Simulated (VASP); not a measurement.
# W in VASP: single point with PBEsol

Aim: the single point of W with PBEsol.

All numbers are computed with VASP 6.6.1; they aren't measurements. Logs are shortened: lines on timing, memory, paths and dates and some standing lists are left out, and cuts for length are marked.

### 1 Starting point

The cell holds a slab with vacuum, 4 atoms: a = 3.219 Å, b = 3.219 Å, c = 25.780 Å, α = 90.00°, β = 90.00°, γ = 90.00°.

The cell was built by a generator and needn't be a form met in nature.

### 2 Single point, PBEsol

Input file INCAR:

```
PREC = Accurate
ENCUT = 520
EDIFF = 1E-6
ISMEAR = 1
SIGMA = 0.1
LREAL = F
LASPH = T
NELM = 100
ALGO = Fast
ISIF = 2
LWAVE = F
LCHARG = F
LDIPOL = T
IDIPOL = 3
DIPOL = 0.5 0.5 0.660
GGA = PS
NBANDS = 36
```

Input file KPOINTS:

```
Automatic mesh
0
Gamma
  10 10 1
```

Input file POSCAR:

```
W
1.0
    3.2193440218      0.0000000000      0.0000000000
    0.0000000000      3.2193440218      0.0000000000
    0.0000000000      0.0000000000     25.7803644936
W
4
Direct
    0.0000000000      0.0000000000      0.5738449131
    0.5000000000      0.5000000000      0.6285804480
    1.0000000000      0.0000000000      0.6934491793
    0.5000000000      0.5000000000      0.7444204156
```

Potentials or basis: VASP PAW PBE potentials, release 64 (W_sv).

On the command line:

```console
> cat potpaw_PBE.64/W_sv/POTCAR > POTCAR
> mpirun -np 1 vasp_std > vasp.out
```

OUTCAR:

```text
PREC = Accurate
   ENCUT = 520
   EDIFF = 1E-6
   ISMEAR = 1
   LREAL = F
   LASPH = T
   NELM = 100
   ISIF = 2
   GGA = PS

 ion  position               nearest neighbor table
   1  0.000  0.000  0.574-   2 2.68   2 2.68   2 2.68   2 2.68   3 3.08
   2  0.500  0.500  0.629-   1 2.68   1 2.68   1 2.68   1 2.68   3 2.82   3 2.82   3 2.82   3 2.82
                             4 2.99
   3  0.000  0.000  0.693-   4 2.63   4 2.63   4 2.63   4 2.63   2 2.82   2 2.82   2 2.82   2 2.82
                             1 3.08
   4  0.500  0.500  0.744-   3 2.63   3 2.63   3 2.63   3 2.63   2 2.99

  LATTYP: Found a simple tetragonal cell.
 ALAT       =     3.2193440218
 C/A-ratio  =     8.0079557571

  Lattice vectors:

 A1 = (   3.2193440218,   0.0000000000,   0.0000000000)
 A2 = (   0.0000000000,   3.2193440218,   0.0000000000)
 A3 = (   0.0000000000,   0.0000000000,  25.7803644936)

Analysis of symmetry for initial positions (statically):
=====================================================================
 Subroutine PRICEL returns:
 Original cell was already a primitive cell.

 Routine SETGRP: Setting up the symmetry group for a
 simple tetragonal supercell.

 Subroutine GETGRP returns: Found  8 space group operations
 (whereof  8 operations were pure point group operations)
 out of a pool of 16 trial point group operations.

The static configuration has the point symmetry C_4v.

Analysis of symmetry for dynamics (positions and initial velocities):
=====================================================================
 Subroutine PRICEL returns:
 Original cell was already a primitive cell.

 Routine SETGRP: Setting up the symmetry group for a
 simple tetragonal supercell.

 Subroutine GETGRP returns: Found  8 space group operations
 (whereof  8 operations were pure point group operations)
 out of a pool of 16 trial point group operations.

The dynamic configuration has the point symmetry C_4v.

 Subroutine INISYM returns: Found  8 space group operations
 (whereof  8 operations are pure point group operations),
 and found     1 'primitive' translations

----------------------------------------------------------------------------------------

                                     Primitive cell

  volume of cell :     267.1922

  direct lattice vectors                    reciprocal lattice vectors
     3.219344022  0.000000000  0.000000000     0.310622286  0.000000000  0.000000000
     0.000000000  3.219344022  0.000000000     0.000000000  0.310622286  0.000000000
     0.000000000  0.000000000 25.780364494     0.000000000  0.000000000  0.038789211

  length of vectors
     3.219344022  3.219344022 25.780364494     0.310622286  0.310622286  0.038789211

  position of ions in fractional coordinates (direct lattice)
     0.000000000  0.000000000  0.573844913
     0.500000000  0.500000000  0.628580448
     0.000000000  0.000000000  0.693449179
     0.500000000  0.500000000  0.744420416

  ion indices of the primitive-cell ions
   primitive index   ion index
                 1           1
                 2           2
                 3           3
                 4           4

----------------------------------------------------------------------------------------

 KPOINTS: Automatic mesh

Automatic generation of k-mesh.
 Grid dimensions read from file:
 generate k-points for:   10   10    1

 Generating k-lattice:

  Cartesian coordinates                     Fractional coordinates (reciprocal lattice)
     0.031062229  0.000000000  0.000000000     0.100000000  0.000000000  0.000000000
     0.000000000  0.031062229  0.000000000     0.000000000  0.100000000  0.000000000
     0.000000000  0.000000000  0.038789211     0.000000000  0.000000000  1.000000000

  Length of vectors
     0.031062229  0.031062229  0.038789211

  Shift w.r.t. Gamma in fractional coordinates (k-lattice)
     0.000000000  0.000000000  0.000000000

 Subroutine IBZKPT returns following result:
 ===========================================

 Found     21 irreducible k-points:

 Following reciprocal coordinates:
            Coordinates               Weight
  0.000000  0.000000  0.000000      1.000000
  0.100000  0.000000  0.000000      4.000000
  0.200000  0.000000  0.000000      4.000000
  0.300000  0.000000  0.000000      4.000000
  0.400000  0.000000  0.000000      4.000000
  0.500000  0.000000  0.000000      2.000000
[... 13 lines left out ...]
  0.500000  0.400000  0.000000      4.000000
  0.500000  0.500000  0.000000      1.000000
   k-points           NKPTS =     21   k-points in BZ     NKDIM =     21   number of bands    NBANDS=     36
   number of dos      NEDOS =    301   number of ions     NIONS =      4
   total plane-waves  NPLWV = 110592
   dimension x,y,z NGX =    24 NGY =   24 NGZ =  192
   dimension x,y,z NGXF=    48 NGYF=   48 NGZF=  384
   ions per type =               4
   NGX,Y,Z   is equivalent  to a cutoff of  12.39, 12.39, 12.38 a.u.
   NGXF,Y,Z  is equivalent  to a cutoff of  24.79, 24.79, 24.76 a.u.
 SYSTEM =  unknown system
   PREC   = accura    normal or accurate (medium, high low for compatibility)
   ISTART =      0    job   : 0-new  1-cont  2-samecut
   ICHARG =      2    charge: 1-file 2-atom 10-const
   ISPIN  =      1    spin polarized calculation?
   LNONCOLLINEAR =      F non collinear calculations
   LSORBIT =      F    spin-orbit coupling
   LASPH  =      T    aspherical Exc in radial PAW
   ENCUT  =  520.0 eV  38.22 Ry    6.18 a.u.   5.99  5.99 47.93*2*pi/ulx,y,z
   NELM   =    100;   NELMIN=  2; NELMDL= -5     # of ELM steps
   EDIFF  = 0.1E-05   stopping-criterion for ELM
   LREAL  =      F    real-space projection
   EDIFFG = 0.1E-04   stopping-criterion for IOM
   NSW    =      0    number of steps for IOM
   IBRION =     -1    ionic relax: 0-MD 1-quasi-New 2-CG
   NFREE  =      0    steps in history (QN), initial steepest desc. (CG)
   ISIF   =      2    stress and relaxation
   ISYM   =      2    0-nonsym 1-usesym 2-fastsym
   POTIM  = 0.5000    time-step for ionic-motion
   TEBEG  =    0.0;   TEEND  =   0.0 temperature during run
   PSTRESS=    0.0 pullay stress
   NELECT =      56.0000    total number of electrons
   NUPDOWN=      -1.0000    fix difference up-down
   EMIN   =  10.00;   EMAX   =-10.00  energy-range for DOS
   EFERMI =   0.00;   METHOD = LEGACY
   ISMEAR =     1;   SIGMA  =   0.10  broadening in eV -4-tet -1-fermi 0-gaus
   EFERMI_NEDOS =   21; number of points for ismear=-14 and -15
   IALGO  =     68    algorithm
   IMIX   =      4    mixing-type and parameters
     AMIX     =   0.40;   BMIX     =  1.00
     AMIX_MAG =   1.60;   BMIX_MAG =  1.00
  volume/ion in A,a.u.               =      66.80       450.78
  Fermi-wavevector in a.u.,A,eV,Ry     =   0.972440  1.837645 12.866212  0.945640
  Thomas-Fermi vector in A             =   2.102739
   LORBIT       =      0    0 simple, 1 ext, 2 COOP (PROOUT), +10 PAW based schemes
   GGA     = PS    functional components
   LHFCALC =     F    Hartree Fock is set to
   AEXX    =    0.0000 exact exchange contribution
   IVDW    =     0    specifies the selected vdW correction
   LEPSILON=     F    determine dielectric tensor
   LRPA    =     F    only Hartree local field effects (RPA)
 non-spin polarized calculation
 RMM-DIIS sequential band-by-band and
 Methfessel and Paxton  Order N= 1 SIGMA  =   0.10
  energy-cutoff  :      520.00
  volume of cell :      267.19
 maximum number of plane-waves:      7272
 NGX is ok and might be reduce to    24
   NGX = 11   NGY = 11   NGZ = 95

 dipolmoment           0.000000      0.000000     -0.022574 electrons x Angstroem

 number of electron      55.9999992 magnetization

 dipolmoment           0.000000      0.000000      0.002496 electrons x Angstroem

 Free energy of the ion-electron system (eV)
  ---------------------------------------------------
  ext. energy  EPLUGINS =         0.00000000
  ---------------------------------------------------
  free energy    TOTEN  =       -49.60240313 eV

  energy without entropy =      -49.60240030  energy(sigma->0) =      -49.60240219

 E-fermi :  -0.4836     XC(G=0):  -4.1792

 val. band max:       -0.4846583855   @ k =   0.2000   0.0000   0.0000
 cond. band min:      -0.4770106056   @ k =   0.2000   0.1000   0.0000
 fundamental gap:      0.0076477800
 Fermi energy:        -0.4836487284

 k-point     1 :       0.0000    0.0000    0.0000
  band No.  band energies     occupation
      1     -74.3485      2.00000
      2     -74.2754      2.00000
      3     -74.1719      2.00000
      4     -74.0698      2.00000
      5     -38.8019      2.00000
      6     -38.8019      2.00000
[... 28 lines left out ...]
     35       2.1187      0.00000
     36       2.9254      0.00000

 k-point     2 :       0.1000    0.0000    0.0000
  band No.  band energies     occupation
      1     -74.3431      2.00000
      2     -74.2713      2.00000
      3     -74.1749      2.00000
      4     -74.0737      2.00000
      5     -38.8658      2.00000
      6     -38.7803      2.00000
[... 28 lines left out ...]
     35       1.9572      0.00000
     36       2.3391      0.00000

 k-point     3 :       0.2000    0.0000    0.0000
  band No.  band energies     occupation
      1     -74.3279      2.00000
      2     -74.2600      2.00000
      3     -74.1838      2.00000
      4     -74.0848      2.00000
      5     -38.9534      2.00000
      6     -38.8723      2.00000
[... 28 lines left out ...]
     35       2.2506      0.00000
     36       2.3237      0.00000

 k-point     4 :       0.3000    0.0000    0.0000
  band No.  band energies     occupation
      1     -74.3055      2.00000
      2     -74.2436      2.00000
      3     -74.1983      2.00000
      4     -74.1010      2.00000
      5     -39.0292      2.00000
      6     -38.9857      2.00000
[... 28 lines left out ...]
     35       2.1336      0.00000
     36       2.6689      0.00000

 k-point     5 :       0.4000    0.0000    0.0000
  band No.  band energies     occupation
      1     -74.2801      2.00000
      2     -74.2270      2.00000
      3     -74.2170      2.00000
      4     -74.1176      2.00000
      5     -39.0812      2.00000
      6     -39.0589      2.00000
[... 538 lines left out ...]
 k-point    19 :       0.4000    0.4000    0.0000
  band No.  band energies     occupation
      1     -74.2602      2.00000
      2     -74.2234      2.00000
      3     -74.2137      2.00000
      4     -74.1191      2.00000
      5     -39.1071      2.00000
      6     -39.0664      2.00000
[... 28 lines left out ...]
     35       2.5290      0.00000
     36       2.8699      0.00000

 k-point    20 :       0.5000    0.4000    0.0000
  band No.  band energies     occupation
      1     -74.2575      2.00000
      2     -74.2246      2.00000
      3     -74.2123      2.00000
      4     -74.1193      2.00000
      5     -39.1152      2.00000
      6     -39.1096      2.00000
[... 28 lines left out ...]
     35       2.7965      0.00000
     36       2.8210      0.00000

 k-point    21 :       0.5000    0.5000    0.0000
  band No.  band energies     occupation
      1     -74.2568      2.00000
      2     -74.2239      2.00000
      3     -74.2116      2.00000
      4     -74.1186      2.00000
      5     -39.1385      2.00000
      6     -39.1385      2.00000
[... 28 lines left out ...]
     35       2.6325      0.00000
     36       2.6632      0.00000

------------------------ aborting loop because EDIFF is reached ----------------------------------------

 vacuum level on the upper side and lower side of the slab       (xc-potential included)         0.011        -0.031

  FORCE on cell =-STRESS in cart. coord.  units (eV):
  Direction    XX          YY          ZZ          XY          YZ          ZX
  --------------------------------------------------------------------------------------
  -------------------------------------------------------------------------------------
  Total       -7.2690487     -7.2690487     -2.6339768      0.0000000      0.0000000     -0.0000000
  in kB      -43.5877381    -43.5877381    -15.7942388      0.0000000      0.0000000     -0.0000000
  external PRESSURE =     -34.3232383 kB  Pullay stress =       0.0000000 kB

 VOLUME and BASIS-vectors are now :
 -----------------------------------------------------------------------------
  energy-cutoff  :      520.00
  volume of cell :      267.19
      direct lattice vectors                 reciprocal lattice vectors
     3.219344022  0.000000000  0.000000000     0.310622286  0.000000000  0.000000000
     0.000000000  3.219344022  0.000000000     0.000000000  0.310622286  0.000000000
     0.000000000  0.000000000 25.780364494     0.000000000  0.000000000  0.038789211

 POSITION                                       TOTAL-FORCE (eV/Angst)
 -----------------------------------------------------------------------------------
      0.00000      0.00000     14.79393         0.000000      0.000000      1.474671
      1.60967      1.60967     16.20503         0.000000     -0.000000     -1.391877
      0.00000      0.00000     17.87737         0.000000      0.000000      0.203251
      1.60967      1.60967     19.19143         0.000000      0.000000     -0.286045
 -----------------------------------------------------------------------------------
    total drift:                                0.000000     -0.000000      0.000704

  FREE ENERGIE OF THE ION-ELECTRON SYSTEM (eV)
  ---------------------------------------------------
  free  energy   TOTEN  =       -49.6024031331 eV

  energy  without entropy=      -49.6024003021  energy(sigma->0) =      -49.60240219

 vacuum level on the upper side and lower side of the slab         3.692         3.649
```

Wall time 4.9 min (1 thread of Intel Xeon Platinum 8488C (Sapphire Rapids), shared host); peak memory 0.41 GiB.

Results:

| Property | Result |
| --- | --- |
| Free energy | -49.6024 eV |
| Largest force | 1.475 eV/Å |
| Band gap on the k mesh | none (metal or under the smearing width) |

Forces in eV/Å, atoms in the order of the input:
```
W    0.000  0.000  1.475
W    0.000  0.000 -1.392
W    0.000  0.000  0.203
W    0.000  0.000 -0.286
```

Levels at points of the mesh, in eV from the Fermi level:
```tsv
k point	band 24	band 25	band 26	band 27	band 28	band 29	band 30	band 31	band 32	band 33
(0.00, 0.00, 0.00)	-0.72	-0.72	-0.28	-0.22	-0.22	-0.19	-0.06	0.17	0.91	0.91
(0.50, 0.00, 0.00)	-2.53	-1.01	-0.92	-0.38	-0.33	0.96	1.32	1.80	2.00	2.71
(0.50, 0.50, 0.00)	-2.23	-1.40	-1.40	1.34	1.34	1.63	1.76	2.41	2.41	2.55
```

Caveat: the PAW data sets were made with another functional, which shifts forces and pressure a little.
